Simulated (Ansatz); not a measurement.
**How KCl answers to pressure**

```
K Cl
1.0
     3.63400    0.00000    0.00000
     0.00000    3.63400    0.00000
     0.00000    0.00000    3.63400
K Cl
1 1
Direct
  0.00000 0.00000 0.00000
  0.50000 0.50000 0.50000
```

The cell is COD entry 1000050, as deposited and not checked against the literature; nothing was relaxed.

Level of theory: DFT, PBEsol, all-electron LAPW, scalar-relativistic (Ansatz 0.2.0).

Sampling and basis: a Γ-centred 7×7×7 k mesh, Fermi–Dirac smearing of 0.01 eV, basis error target 1 meV/atom, no spin polarisation.

The cell is scaled evenly with fractional coordinates held. Semilocal gaps are too small, but their slopes carry over better.

| V/V(cell) | P (GPa) | gap on the k mesh (eV) |
| --- | --- | --- |
| 0.9600 | 3.75 | 5.626 |
| 0.9800 | 2.98 | 5.510 |
| 0.9900 | 2.62 | 5.455 |
| 1.0000 | 2.28 | 5.401 |
| 1.0100 | 1.97 | 5.349 |
| 1.0200 | 1.67 | 5.298 |
| 1.0400 | 1.11 | 5.200 |
| 1.0600 | 0.62 | 5.108 |

(1) From the rows at 0.9900 and 1.0100, what is the bulk modulus at the cell's volume?

(2) What are the gap's volume deformation potential and pressure coefficient?

(3) Predict the row at V/V(cell) = 0.9400. How far is a linear estimate of P off?

## Answers

(1) B = −ΔP/Δln V = −[(1.97) − (2.62)]/0.02000 = 32.5 GPa. This is the modulus at 2.28 GPa, not at zero pressure.

(2) dEg/dln V = (5.349 − 5.455)/0.02000 = -5.30 eV, and dEg/dP = −(dEg/dln V)/B = 163 meV/GPa: pressure widens the gap.

(3) P = 4.61 GPa, gap 5.749 eV. The linear estimate P(cell) − B ln(V/V(cell)) = 4.29 GPa misses by 0.32 GPa, since the modulus grows under compression.
